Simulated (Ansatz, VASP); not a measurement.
## Cu3Au (Auricupride) in VASP and in Ansatz

```xyz
4
Lattice="3.7400 0.0000 0.0000 0.0000 3.7400 0.0000 0.0000 0.0000 3.7400" Properties=species:S:1:pos:R:3 pbc="T T T"
Au    0.0000    0.0000    0.0000
Cu    1.8700    1.8700    0.0000
Cu    1.8700    0.0000    1.8700
Cu    0.0000    1.8700    1.8700
```

Alike in both runs: task relaxation of cell and atoms; functional PBE; k mesh 7 × 7 × 7; occupations fermi-dirac, width 0.05 eV; no spin polarisation.

|  | VASP | Ansatz |
| --- | --- | --- |
| version | VASP 6.6.1 | Ansatz 0.2.0 |
| potentials or method | VASP PAW PBE potentials, release 64 (Au, Cu) | Ansatz PAW |
| plane-wave cutoff (eV) | 600 | 420 |
| valence electrons in the cell | 44 | 76 |

|  | VASP | Ansatz | Ansatz less VASP |
| --- | --- | --- | --- |
| gap on the k mesh at the Fermi level, each at its own relaxed structure (eV) | none | none | - |
| relaxed volume (Å³/atom) | 13.53 | 13.50 | -0.030 |
| relaxed cell length with the largest relative difference (Å) | 3.783 | 3.780 | -0.0028 |
| energy change over the relaxation (meV/atom) | -7 | -6 | +0.8 |

A gap of «none» marks a metal or a gap that the smearing closes. The two sets of potentials don't hold the same shells in valence.

Caveats: the plane-wave basis is chosen anew once the cell has moved, so the energies of steps on either side of that aren't comparable (Ansatz). Spin-orbit coupling is left out, which matters for the levels of Au. PBE usually gives volumes a little too large and moduli too small. Zero-point motion and thermal expansion aren't in these numbers.
